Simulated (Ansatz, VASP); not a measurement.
CdSe: VASP beside Ansatz

```
Cd Se
1.0
     0.00000    2.83633    2.83633
     2.83633    0.00000    2.83633
     2.83633    2.83633    0.00000
Cd Se
1 1
Direct
  0.00000 0.00000 0.00000
  0.75000 0.75000 0.75000
```

Alike in both runs: functional LDA; k mesh 6 × 6 × 6; no spin polarisation.

Ansatz relaxed the structure, and its values are those at the end. VASP's run is a single point on that final structure, the one shown.

```csv
,VASP,Ansatz
version,VASP 6.6.1,Ansatz 0.2.0
potentials or method,"VASP PAW LDA potentials, release 64 (Cd, Se)","PAW with Ansatz's default frozen-core files, scalar-relativistic"
plane-wave cutoff (eV),520,420
occupations,"gaussian, width 0.01 eV",fixed
valence electrons in the cell,18,36
```

Ansatz gave:

| Property | Result |
| --- | --- |
| gap on the k mesh at the Fermi level (eV) | 0.73 |
| pressure (GPa) | 15.0 |

Problem. Which values does VASP return?

Solution. gap on the k mesh at the Fermi level (eV): 0.78; pressure (GPa): 16.0.

The two sets of potentials don't hold the same shells in valence.

Caveats: so large a pressure means that the cell lies far from this level's equilibrium, or that cutoff or potentials fall short (VASP).
